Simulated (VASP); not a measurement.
Set up this calculation in VASP 6.6.1, as the native input.

```yaml
Task: single point
Functional: PBE
Potentials_or_basis: VASP PAW PBE potentials, release 64 (Mg)
Cutoff: 520 eV
k_mesh: 10 × 10 × 5
Occupations: gaussian, width 0.024 eV
Spin: no spin polarisation
Further_INCAR_settings: ALGO = Normal; EDIFF = 1e-06; NBANDS = 9
```

The structure of Mg lies in POSCAR:

```
Mg
1.0
    3.2093000000      0.0000000000      0.0000000000
   -1.6046500000      2.7793353284      0.0000000000
    0.0000000000      0.0000000000      5.2103000000
Mg
2
Direct
    0.6666666667      0.3333333333      0.7500000000
    0.3333333333      0.6666666667      0.2500000000
```

The input as run:

INCAR

```
PREC     = Accurate       # precision mode
ENCUT    = 520            # plane-wave cutoff, eV
EDIFF    = 1E-6           # SCF threshold, eV
ISMEAR   = 0              # smearing method
SIGMA    = 0.024          # smearing width, eV
LREAL    = F              # projectors in reciprocal space
LASPH    = T              # aspherical terms in the spheres
NELM     = 100            # most SCF steps
ALGO     = Normal         # electronic algorithm
ISIF     = 2              # what is computed and relaxed
LWAVE    = F              # write WAVECAR
LCHARG   = T              # write CHGCAR
GGA      = PE             # functional
LELF     = T              # ELF
LVHAR    = T            
NBANDS   = 9              # bands
```

KPOINTS

```
regular mesh
0
Gamma
  10 10 5
```

Potentials or basis: VASP PAW PBE potentials, release 64 (Mg).

Command:

```sh
$ cat potpaw_PBE.64/Mg/POTCAR > POTCAR
$ mpirun -np 1 vasp_std > vasp.out
```

Results of the run:

```json
{
 "Pressure": "-0.6 GPa",
 "Band gap on the k mesh": "none (metal or under the smearing width)"
}
```

Wall time 9.3 s on 1 thread of Intel(R) Xeon(R) Platinum 8259CL CPU @ 2.50GHz (Skylake/Cascade Lake) (shared host), peak memory 0.16 GiB.
